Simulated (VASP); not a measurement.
The system is TiC.

```
Ti C
1.0
     0.00000    2.16572    2.16572
     2.16572    0.00000    2.16572
     2.16572    2.16572    0.00000
Ti C
1 1
Direct
  0.00000 0.00000 0.00000
  0.50000 0.50000 0.50000
```

The cell is a database's computed one.

| Quantity | Value |
| --- | --- |
| Program | VASP 6.6.1 |
| Task | relaxation of cell and atoms |
| Functional | PBEsol |
| Potentials or basis | VASP PAW PBE potentials, release 64 (Ti_sv, C) |
| Cutoff | 600 eV |
| k mesh | 10 × 10 × 10 |
| Occupations | fermi-dirac, width 0.05 eV |
| Spin | no spin polarisation |

At the start: pressure -6.5 GPa; volume 10.16 Å³/atom.

How do energy, volume and symmetry change on relaxing?

Over 3 steps the energy falls by 5.4 meV/atom and the volume is 9.90 Å³/atom (-2.5 %); space group Fm-3m (No. 225, to 0.05 Å).

Step by step:
```
step  energy change (eV)  largest force (eV/Å)  pressure (GPa)  volume (Å³)
   1              0.0000                0.0000           -6.52        20.32
   2              0.0093                0.0000            9.83        19.12
   3             -0.0108                0.0000           -0.06        19.80
```

Final structure:
```
Ti C
1.0
     0.00000    2.14728    2.14728
     2.14728    0.00000    2.14728
     2.14728    2.14728    0.00000
Ti C
1 1
Direct
  0.00000 0.00000 0.00000
  0.50000 0.50000 0.50000
```

Caveat: the PAW data sets were made with another functional, which shifts forces and pressure a little.
